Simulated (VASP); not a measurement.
# KBr (Fm-3m) in VASP: settings compared, part 2 of 2

VASP 6.6.1. Earlier steps stand in the parts before.

## 3. Relaxation of cell and atoms, LDA

INCAR

```
SYSTEM = KBr
  ALGO = Normal
  EDIFF = 1E-6
  EDIFFG = -0.01
  ENCUT = 600
  IBRION = 2
  ISIF = 3
  ISMEAR = 0
  LASPH = .TRUE.
  LCHARG = .FALSE.
  LREAL = .FALSE.
  LWAVE = .FALSE.
  NELM = 80
  NSW = 90
  PREC = Accurate
  SIGMA = 0.03
```

KPOINTS

```
k-points
0
G
  8 8 8
  0 0 0
```

POSCAR

```
KBr
1.0
    0.0000000000      3.3000000000      3.3000000000
    3.3000000000      0.0000000000      3.3000000000
    3.3000000000      3.3000000000      0.0000000000
K Br
1 1
Direct
    0.0000000000      0.0000000000      0.0000000000
    0.5000000000      0.5000000000      0.5000000000
```

Potentials or basis: VASP PAW LDA potentials, release 64 (K_sv, Br).

On the command line:

```bash
$ cat potpaw_LDA.64/K_sv/POTCAR potpaw_LDA.64/Br/POTCAR > POTCAR
$ mpirun -np 1 vasp_std > vasp.out
```

OUTCAR:

```text
SYSTEM = KBr
   EDIFF = 1E-6
   EDIFFG = -0.01
   ENCUT = 600
   IBRION = 2
   ISIF = 3
   ISMEAR = 0
   LASPH = .TRUE.
   LREAL = .FALSE.
   NELM = 80
   NSW = 90
   PREC = Accurate

 ion  position               nearest neighbor table
   1  0.000  0.000  0.000-   2 3.30   2 3.30   2 3.30   2 3.30   2 3.30   2 3.30
   2  0.500  0.500  0.500-   1 3.30   1 3.30   1 3.30   1 3.30   1 3.30   1 3.30

  LATTYP: Found a face centered cubic cell.
 ALAT       =     6.6000000000

  Lattice vectors:

 A1 = (   0.0000000000,   3.3000000000,   3.3000000000)
 A2 = (   3.3000000000,   0.0000000000,   3.3000000000)
 A3 = (   3.3000000000,   3.3000000000,   0.0000000000)

Analysis of symmetry for initial positions (statically):
=====================================================================
 Subroutine PRICEL returns:
 Original cell was already a primitive cell.

 Routine SETGRP: Setting up the symmetry group for a
 face centered cubic supercell.

 Subroutine GETGRP returns: Found 48 space group operations
 (whereof 48 operations were pure point group operations)
 out of a pool of 48 trial point group operations.

The static configuration has the point symmetry O_h .

Analysis of symmetry for dynamics (positions and initial velocities):
=====================================================================
 Subroutine PRICEL returns:
 Original cell was already a primitive cell.

 Routine SETGRP: Setting up the symmetry group for a
 face centered cubic supercell.

 Subroutine GETGRP returns: Found 48 space group operations
 (whereof 48 operations were pure point group operations)
 out of a pool of 48 trial point group operations.

The dynamic configuration has the point symmetry O_h .

 Subroutine INISYM returns: Found 48 space group operations
 (whereof 48 operations are pure point group operations),
 and found     1 'primitive' translations

----------------------------------------------------------------------------------------

                                     Primitive cell

  volume of cell :      71.8740

  direct lattice vectors                    reciprocal lattice vectors
     0.000000000  3.300000000  3.300000000    -0.151515152  0.151515152  0.151515152
     3.300000000  0.000000000  3.300000000     0.151515152 -0.151515152  0.151515152
     3.300000000  3.300000000  0.000000000     0.151515152  0.151515152 -0.151515152

  length of vectors
     4.666904756  4.666904756  4.666904756     0.262431941  0.262431941  0.262431941

  position of ions in fractional coordinates (direct lattice)
     0.000000000  0.000000000  0.000000000
     0.500000000  0.500000000  0.500000000

  ion indices of the primitive-cell ions
   primitive index   ion index
                 1           1
                 2           2

----------------------------------------------------------------------------------------

 KPOINTS: k-points

Automatic generation of k-mesh.
 Grid dimensions read from file:
 generate k-points for:    8    8    8

 Generating k-lattice:

  Cartesian coordinates                     Fractional coordinates (reciprocal lattice)
[... 52 lines left out ...]
   ISTART =      0    job   : 0-new  1-cont  2-samecut
   ICHARG =      2    charge: 1-file 2-atom 10-const
   ISPIN  =      1    spin polarized calculation?
   LNONCOLLINEAR =      F non collinear calculations
   LSORBIT =      F    spin-orbit coupling
   LASPH  =      T    aspherical Exc in radial PAW
   ENCUT  =  600.0 eV  44.10 Ry    6.64 a.u.   9.32  9.32  9.32*2*pi/ulx,y,z
   NELM   =     80;   NELMIN=  2; NELMDL= -5     # of ELM steps
   EDIFF  = 0.1E-05   stopping-criterion for ELM
   LREAL  =      F    real-space projection
   EDIFFG = -.1E-01   stopping-criterion for IOM
   NSW    =     90    number of steps for IOM
   IBRION =      2    ionic relax: 0-MD 1-quasi-New 2-CG
   NFREE  =      1    steps in history (QN), initial steepest desc. (CG)
   ISIF   =      3    stress and relaxation
   ISYM   =      2    0-nonsym 1-usesym 2-fastsym
   POTIM  = 0.5000    time-step for ionic-motion
   TEBEG  =    0.0;   TEEND  =   0.0 temperature during run
   PSTRESS=    0.0 pullay stress
   NELECT =      16.0000    total number of electrons
   NUPDOWN=      -1.0000    fix difference up-down
   EMIN   =  10.00;   EMAX   =-10.00  energy-range for DOS
   EFERMI =   0.00;   METHOD = LEGACY
   ISMEAR =     0;   SIGMA  =   0.03  broadening in eV -4-tet -1-fermi 0-gaus
   EFERMI_NEDOS =   21; number of points for ismear=-14 and -15
   IALGO  =     38    algorithm
   IMIX   =      4    mixing-type and parameters
     AMIX     =   0.40;   BMIX     =  1.00
     AMIX_MAG =   1.60;   BMIX_MAG =  1.00
  volume/ion in A,a.u.               =      35.94       242.51
  Fermi-wavevector in a.u.,A,eV,Ry     =   0.992181  1.874950 13.393889  0.984423
  Thomas-Fermi vector in A             =   2.123975
   LORBIT       =      0    0 simple, 1 ext, 2 COOP (PROOUT), +10 PAW based schemes
   GGA     = CA    functional components
   LHFCALC =     F    Hartree Fock is set to
   AEXX    =    0.0000 exact exchange contribution
   IVDW    =     0    specifies the selected vdW correction
   LEPSILON=     F    determine dielectric tensor
   LRPA    =     F    only Hartree local field effects (RPA)
 conjugate gradient relaxation of ions
 non-spin polarized calculation
 Gauss-broadening in eV      SIGMA  =   0.03
  energy-cutoff  :      600.00
  volume of cell :       71.87
 maximum number of plane-waves:      2421
 NGX is ok and might be reduce to    40
   NGX = 19   NGY = 19   NGZ = 19

--------------------------------------- Ionic step        1  -------------------------------------------

 number of electron      16.0000000 magnetization

 Free energy of the ion-electron system (eV)
  ---------------------------------------------------
  ext. energy  EPLUGINS =         0.00000000
  ---------------------------------------------------
  free energy    TOTEN  =        -6.79745152 eV

  energy without entropy =       -6.79745152  energy(sigma->0) =       -6.79745152

------------------------ aborting loop because EDIFF is reached ----------------------------------------

  FORCE on cell =-STRESS in cart. coord.  units (eV):
  Direction    XX          YY          ZZ          XY          YZ          ZX
  --------------------------------------------------------------------------------------
  -------------------------------------------------------------------------------------
  Total       -0.7136994     -0.7136994     -0.7136994      0.0000000     -0.0000000      0.0000000
  in kB      -15.9094107    -15.9094107    -15.9094107      0.0000000     -0.0000000      0.0000000
  external PRESSURE =     -15.9094107 kB  Pullay stress =       0.0000000 kB
[... 95 lines left out ...]
--------------------------------------- Ionic step        4  -------------------------------------------

 number of electron      15.9999999 magnetization

 Free energy of the ion-electron system (eV)
  ---------------------------------------------------
  ext. energy  EPLUGINS =         0.00000000
  ---------------------------------------------------
  free energy    TOTEN  =        -6.83501347 eV

  energy without entropy =       -6.83501347  energy(sigma->0) =       -6.83501347

 E-fermi :  -1.3059     XC(G=0):  -8.2967

 val. band max:       -1.4682470056   @ k =   0.0000   0.0000   0.0000
 cond. band min:       2.8471461047   @ k =   0.0000   0.0000   0.0000
 fundamental gap:      4.3153931103
 Fermi energy:        -1.3059030291

 k-point     1 :       0.0000    0.0000    0.0000
  band No.  band energies     occupation
      1     -28.6867      2.00000
      2     -13.9292      2.00000
      3     -12.4118      2.00000
      4     -12.4118      2.00000
      5     -12.4118      2.00000
      6      -1.4682      2.00000
      7      -1.4682      2.00000
      8      -1.4682      2.00000
      9       2.8471      0.00000
     10       5.8722      0.00000
     11       5.8722      0.00000
     12       5.8722      0.00000
[... 331 lines left out ...]
 k-point    24 :      -0.3750    0.2500    0.1250
  band No.  band energies     occupation
      1     -28.6742      2.00000
      2     -14.0272      2.00000
      3     -12.4686      2.00000
      4     -12.4445      2.00000
      5     -12.2225      2.00000
      6      -2.6632      2.00000
      7      -2.0515      2.00000
      8      -1.9329      2.00000
      9       5.4071      0.00000
     10       6.2204      0.00000
     11       7.5810      0.00000
     12       7.9059      0.00000

 [... further k-points ...]

------------------------ aborting loop because EDIFF is reached ----------------------------------------

  FORCE on cell =-STRESS in cart. coord.  units (eV):
  Direction    XX          YY          ZZ          XY          YZ          ZX
  --------------------------------------------------------------------------------------
  -------------------------------------------------------------------------------------
  Total        0.0044487      0.0044487      0.0044487     -0.0000000     -0.0000000      0.0000000
  in kB        0.1096901      0.1096901      0.1096901     -0.0000000     -0.0000000      0.0000000
  external PRESSURE =       0.1096901 kB  Pullay stress =       0.0000000 kB
[... 17 lines left out ...]
  FREE ENERGIE OF THE ION-ELECTRON SYSTEM (eV)
  ---------------------------------------------------
  free  energy   TOTEN  =        -6.8350134748 eV

  energy  without entropy=       -6.8350134748  energy(sigma->0) =       -6.83501347

 reached required accuracy - stopping structural energy minimisation
```

OSZICAR:

```text
N       E                     dE             d eps       ncg     rms          rms(c)
DAV:   1     0.113930352754E+03    0.11393E+03   -0.74913E+03   696   0.131E+03
DAV:   2     0.100330629772E+01   -0.11293E+03   -0.10362E+03   844   0.296E+02
DAV:   3    -0.665873614182E+01   -0.76620E+01   -0.76209E+01   868   0.678E+01
[... 32 lines left out ...]
DAV:   2    -0.683527374085E+01    0.10974E-02   -0.26604E-03   884   0.496E-01    0.913E-02
DAV:   3    -0.683500528956E+01    0.26845E-03   -0.90162E-04  1220   0.266E-01    0.731E-02
DAV:   4    -0.683501157588E+01   -0.62863E-05   -0.23583E-05  1136   0.367E-02    0.300E-02
DAV:   5    -0.683501368608E+01   -0.21102E-05   -0.25462E-05  1244   0.282E-02    0.520E-03
DAV:   6    -0.683501347484E+01    0.21124E-06   -0.35164E-07   568   0.702E-03
   4 F= -.68350135E+01 E0= -.68350135E+01  d E =-.375620E-01
```

CONTCAR:

```text
KBr
   1.00000000000000
     0.0000000000000000    3.1909146434427815    3.1909146434427815
     3.1909146434427815    0.0000000000000000    3.1909146434427815
     3.1909146434427815    3.1909146434427815    0.0000000000000000
  K               Br
     1     1
Direct
     1.0000000000000000    0.0000000000000000    0.0000000000000000
     0.5000000000000000    0.5000000000000000    0.5000000000000000

  0.00000000E+00  0.00000000E+00  0.00000000E+00
  0.00000000E+00  0.00000000E+00  0.00000000E+00
```

It took 60 s on 1 thread of Intel Xeon Platinum 8488C (Sapphire Rapids), shared host; peak memory 0.21 GiB.

What came out:

```yaml
Free_energy: -6.8350 eV
Relaxed_volume: 32.49 Å³/atom
Relaxed_cell: a = 4.513 Å, b = 4.513 Å, c = 4.513 Å, α = 60.00°, β = 60.00°, γ = 60.00°
Space_group_after_relaxing_to_0.05_Å: Fm-3m (No. 225)
Energy_gained_by_relaxing: 18.8 meV/atom
Ionic_steps: 4
Pressure_after_relaxing: 0.0 GPa
Band_gap_on_the_k_mesh: 4.32 eV, direct
```

Step by step:
| step | energy change (eV) | largest force (eV/Å) | pressure (GPa) | volume (Å³) |
| --- | --- | --- | --- | --- |
| 1 | 0.0000 | 0.0000 | -1.59 | 71.87 |
| 2 | -0.0284 | 0.0000 | -0.87 | 68.23 |
| 3 | -0.0375 | 0.0000 | -0.07 | 65.22 |
| 4 | -0.0376 | 0.0000 | 0.01 | 64.98 |

Final structure:
```yaml
crystal:
  lattice:
    - [0.00000, 3.19091, 3.19091]
    - [3.19091, 0.00000, 3.19091]
    - [3.19091, 3.19091, 0.00000]
  atoms:
    - { symbol: K, position: [0.00000, 0.00000, 0.00000] }
    - { symbol: Br, position: [0.50000, 0.50000, 0.50000] }
```

A k mesh can miss the band edges. LDA usually gives volumes a few per cent too small.

## 4. Relaxation of cell and atoms, LDA

This run uses another cell than the first one, of 32.49 Å³/atom, 0.904 times its volume.

INCAR: that of step 3 with these lines changed.

```diff
@@ -2,4 +2,4 @@
   ALGO = Normal
-  EDIFF = 1E-6
-  EDIFFG = -0.01
+  EDIFF = 1E-7
+  EDIFFG = -0.005
   ENCUT = 600
```

KPOINTS is that of step 3.

POSCAR

```
KBr                                     
1.0
    0.0000000000      3.1909146434      3.1909146434
    3.1909146434      0.0000000000      3.1909146434
    3.1909146434      3.1909146434      0.0000000000
  K               Br            
     1     1
Direct
     1.0000000000000000    0.0000000000000000    0.0000000000000000
     0.5000000000000000    0.5000000000000000    0.5000000000000000
```

On the command line:

```bash
$ cat potpaw_LDA.64/K_sv/POTCAR potpaw_LDA.64/Br/POTCAR > POTCAR
$ mpirun -np 1 vasp_std > vasp.out
```

Wall time 12 s (1 thread of Intel Xeon Platinum 8488C (Sapphire Rapids), shared host); peak memory 0.18 GiB.

Results (log left out):

```
Free energy             : -6.8348 eV
Pressure after relaxing : 0.0 GPa
Band gap on the k mesh  : 4.32 eV, direct
```

Final structure:
```yaml
crystal:
  lattice:
    - [0.00000, 3.19091, 3.19091]
    - [3.19091, 0.00000, 3.19091]
    - [3.19091, 3.19091, 0.00000]
  atoms:
    - { symbol: K, position: [0.00000, 0.00000, 0.00000] }
    - { symbol: Br, position: [0.50000, 0.50000, 0.50000] }
```

Levels at points of the mesh, in eV from the valence-band top:
```tsv
k point	band 4	band 5	band 6	band 7	band 8	band 9	band 10	band 11	band 12
(0.00, 0.00, 0.00)	-10.94	-10.94	0.00	0.00	0.00	4.32	7.34	7.34	7.34
(0.50, 0.00, 0.00)	-10.95	-10.65	-1.47	-0.45	-0.45	6.46	8.29	9.78	9.78
(0.50, 0.50, 0.00)	-11.00	-11.00	-0.96	-0.33	-0.33	5.41	7.24	9.35	9.71
```

Caveat: the relaxation stopped at its first step, so nothing moved.

## 5. Relaxation of cell and atoms, PBEsol

INCAR

```
SYSTEM = KBr
PREC = Accurate
ENCUT = 600
EDIFF = 1E-6
ISMEAR = 0
SIGMA = 0.03
LREAL = .FALSE.
LASPH = .TRUE.
NELM = 80
ALGO = Normal
ISIF = 3
LWAVE = .FALSE.
LCHARG = .FALSE.
GGA = PS
IBRION = 2
NSW = 90
EDIFFG = -0.01
KPAR = 4
```

KPOINTS

```
Automatic mesh
0
G
  8 8 8
  0 0 0
```

POSCAR

```
KBr
1.0
    0.0000000000      3.3000000000      3.3000000000
    3.3000000000      0.0000000000      3.3000000000
    3.3000000000      3.3000000000      0.0000000000
K Br
1 1
Direct
    0.0000000000      0.0000000000      0.0000000000
    0.5000000000      0.5000000000      0.5000000000
```

Potentials or basis: VASP PAW PBE potentials, release 64 (K_sv, Br).

On the command line:

```bash
$ cat potpaw_PBE.64/K_sv/POTCAR potpaw_PBE.64/Br/POTCAR > POTCAR
$ mpirun -np 4 vasp_std > vasp.out
```

It took 24 s on 4 MPI ranks of Intel Xeon 6975P-C (Granite Rapids), shared host; peak memory 0.24 GiB.

It converged, with:

```yaml
Free_energy: -6.4600 eV
Relaxed_volume: 35.28 Å³/atom
Relaxed_cell: a = 4.638 Å, b = 4.638 Å, c = 4.638 Å, α = 60.00°, β = 60.00°, γ = 60.00°
Space_group_after_relaxing_to_0.05_Å: Fm-3m (No. 225)
Energy_gained_by_relaxing: 0.6 meV/atom
Ionic_steps: 5
Pressure_after_relaxing: 0.0 GPa
Band_gap_on_the_k_mesh: 4.32 eV, direct
```

The path:
```
step  energy change (eV)  largest force (eV/Å)  pressure (GPa)  volume (Å³)
   1              0.0000                0.0000           -0.27        71.87
   2             -0.0008                0.0000           -0.14        71.24
   3             -0.0011                0.0000           -0.05        70.81
   4             -0.0009                0.0000            0.14        69.95
   5             -0.0012                0.0000           -0.02        70.57
```

Final structure:
```
CELL_PARAMETERS angstrom
0.00000 3.27989 3.27989
3.27989 0.00000 3.27989
3.27989 3.27989 0.00000
ATOMIC_POSITIONS crystal
K 0.00000 0.00000 0.00000
Br 0.50000 0.50000 0.50000
```

Levels at points of the mesh, in eV from the valence-band top:
```csv
k point,band 5,band 6,band 7,band 8,band 9,band 10,band 11,band 12
"(0.00, 0.00, 0.00)",-11.12,0.00,0.00,0.00,4.32,7.53,7.53,7.53
"(0.50, 0.00, 0.00)",-10.88,-1.25,-0.36,-0.36,6.47,8.19,9.77,9.77
"(0.50, 0.50, 0.00)",-11.16,-0.85,-0.30,-0.30,5.72,7.15,9.36,9.45
```

Caveat: the PAW data sets were made with another functional, which shifts forces and pressure a little.

## 6. Relaxation of cell and atoms, HSE06

This run uses another cell than the first one, of 35.28 Å³/atom, 0.982 times its volume.

POSCAR

```
KBr                                     
1.0
   -0.0000000000      3.2798924861      3.2798924861
    3.2798924861      0.0000000000      3.2798924861
    3.2798924861      3.2798924861      0.0000000000
  K               Br            
     1     1
Direct
     0.0000000000000000    0.0000000000000000    0.0000000000000000
     0.5000000000000000    0.5000000000000000    0.5000000000000000
```

INCAR.step1

```
SYSTEM = KBr
PREC = Accurate
ENCUT = 520
EDIFF = 1E-5
ISMEAR = 0
SIGMA = 0.03
LREAL = .FALSE.
LASPH = .TRUE.
NELM = 80
ALGO = Normal
LWAVE = .TRUE.
LCHARG = .FALSE.
KPAR = 4
GGA = PE
```

INCAR.step2

```
SYSTEM = KBr
PREC = Accurate
ENCUT = 520
EDIFF = 1E-6
ISMEAR = 0
SIGMA = 0.03
LREAL = .FALSE.
LASPH = .TRUE.
NELM = 80
ALGO = Normal
ISIF = 3
LWAVE = .FALSE.
LCHARG = .FALSE.
GGA = PE
LHFCALC = .TRUE.
HFSCREEN = 0.2
PRECFOCK = Fast
IBRION = 2
NSW = 25
EDIFFG = -0.01
KPAR = 4
ISTART = 1
```

KPOINTS

```
Automatic mesh
0
G
  4 4 4
  0 0 0
```

Potentials or basis: VASP PAW PBE potentials, release 64 (K_sv, Br).

On the command line:

```bash
$ cat potpaw_PBE.64/K_sv/POTCAR potpaw_PBE.64/Br/POTCAR > POTCAR
$ cp INCAR.step1 INCAR
$ mpirun -np 4 vasp_std > vasp.out
$ cp INCAR.step2 INCAR
$ mpirun -np 4 vasp_std > vasp.out
```

Wall time 1.8 min (4 MPI ranks of Intel Xeon 6975P-C (Granite Rapids), shared host); peak memory 0.29 GiB.

Results (log left out):

```yaml
Free_energy: -7.1877 eV
Relaxed_volume: 37.09 Å³/atom
Relaxed_cell: a = 4.716 Å, b = 4.716 Å, c = 4.716 Å, α = 60.00°, β = 60.00°, γ = 60.00°
Space_group_after_relaxing_to_0.05_Å: Fm-3m (No. 225)
Energy_gained_by_relaxing: 4.3 meV/atom
Ionic_steps: 4
Pressure_after_relaxing: 0.0 GPa
Band_gap_on_the_k_mesh: 5.53 eV, direct
```

Step by step:
| step | energy change (eV) | largest force (eV/Å) | pressure (GPa) | volume (Å³) |
| --- | --- | --- | --- | --- |
| 1 | 0.0000 | 0.0000 | 0.81 | 70.57 |
| 2 | -0.0066 | 0.0000 | 0.37 | 72.40 |
| 3 | -0.0085 | 0.0000 | -0.07 | 74.51 |
| 4 | -0.0085 | 0.0000 | 0.00 | 74.17 |

Final structure:
```cif
data_structure
_symmetry_space_group_name_H-M 'P 1'
_symmetry_Int_Tables_number 1
_cell_length_a 4.7162
_cell_length_b 4.7162
_cell_length_c 4.7162
_cell_angle_alpha 60.000
_cell_angle_beta 60.000
_cell_angle_gamma 60.000
_cell_volume 74.17
loop_
_atom_site_label
_atom_site_type_symbol
_atom_site_fract_x
_atom_site_fract_y
_atom_site_fract_z
_atom_site_occupancy
K1 K 0.00000 0.00000 0.00000 1
Br1 Br 0.50000 0.50000 0.50000 1
```

Levels at points of the mesh, in eV from the valence-band top:
```csv
k point,band 5,band 6,band 7,band 8,band 9,band 10,band 11,band 12
"(0.00, 0.00, 0.00)",-12.16,0.00,0.00,0.00,5.53,8.98,8.98,8.98
"(0.50, 0.00, 0.00)",-11.92,-1.17,-0.32,-0.32,7.70,9.48,11.31,11.32
"(0.50, 0.50, 0.00)",-12.19,-0.83,-0.30,-0.30,7.12,8.39,10.62,10.94
```

Caveat: the PAW data sets were made with another functional, which shifts forces and pressure a little. Zero-point motion and thermal expansion aren't in these numbers.

## 7. Summary

```tsv
task	level	potentials or basis	cell	k mesh	cutoff (eV)	grid for exact exchange (PRECFOCK)	screening parameter	gap on the mesh (eV)	pressure (GPa)	relaxed volume (Å³/atom)
relaxation of the atoms	PBE	VASP PAW PBE potentials, release 64 (K_pv, Br)	atoms relaxed from: a relaxed cell with its volume scaled by 1.06	4 × 4 × 4	300	-	-	4.13	-0.7	-
relaxation of cell and atoms	LDA	VASP PAW LDA potentials, release 64 (K_sv, Br)	relaxed	8 × 8 × 8	600	-	-	4.32	0.0	-
relaxation of cell and atoms	PBEsol	VASP PAW PBE potentials, release 64 (K_sv, Br)	relaxed	8 × 8 × 8	600	-	-	4.32	0.0	35.28
relaxation of cell and atoms	HSE06	VASP PAW PBE potentials, release 64 (K_sv, Br)	relaxed	4 × 4 × 4	520	Fast	0.2 1/A	5.53	0.0	37.09
```

Alike in all rows: no spin polarisation; smearing gaussian 0.03 eV.

Caveats: the relaxation stopped at its first step, so nothing moved (some runs); the PAW data sets were made with another functional, which shifts forces and pressure a little (some runs).

Total energies depend on the potentials used, so only differences within one code and one set of settings carry meaning.
